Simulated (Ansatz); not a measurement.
# SiC (CsCl type): the cost of one run

Program: Ansatz 0.2.0. Level of theory: DFT PBE, with the methods named in each step. These are calculated values, not measurements.

### Step 1. The structure to begin with

Symmetry: Pm-3m, No. 221, cubic system. Conventional cell: a = 2.714 Å, b = 2.714 Å, c = 2.714 Å, α = 90.00°, β = 90.00°, γ = 90.00°. Si (site symmetry m-3m) has 8 C at 2.35 Å as nearest neighbours. Around C (site symmetry m-3m) lie 8 Si at 2.35 Å.

Coordinates:

```xyz
2
Lattice="2.7144 0.0000 0.0000 0.0000 2.7144 0.0000 0.0000 0.0000 2.7144" Properties=species:S:1:pos:R:3 pbc="T T T"
Si    0.0000    0.0000    0.0000
C     1.3572    1.3572    1.3572
```

Whether this phase is the stable one at these pressures isn't tested.

Atoms are numbered in the order of the input: Si1, C2.

### Step 2. Cell relaxed at zero pressure, PAW

Input file input.yaml:

```yaml
crystal:
  lattice:
    - [2.7144176166, 0.0, 0.0]
    - [0.0, 2.7144176166, 0.0]
    - [0.0, 0.0, 2.7144176166]
  atoms:
    - { symbol: Si, position: [0.0, 0.0, 0.0] }
    - { symbol: C, position: [0.5, 0.5, 0.5] }
kpoints:
  mp_grid: { grid: [14, 14, 14] }
scf:
  occupations: { method: fermi_dirac, width: 0.08 }
hamiltonian:
  xc: pbe
  pseudopotentials: { kind: paw }
output:
  forces: true
  stress: true
relax:
  f_tol: 0.005
  max_steps: 40
  cell: {}
```

On the command line:

```console
$ ansatz run input.yaml --threads 1 --pin off --max-ram 2048MiB --backend cpu --events-out ev --progress --plain --runs-dir out
```

What time and memory should one allow on 1 thread of Intel Xeon 6975P-C (Granite Rapids), shared host?

About 5.9 s, with a peak of 0.37 GiB.
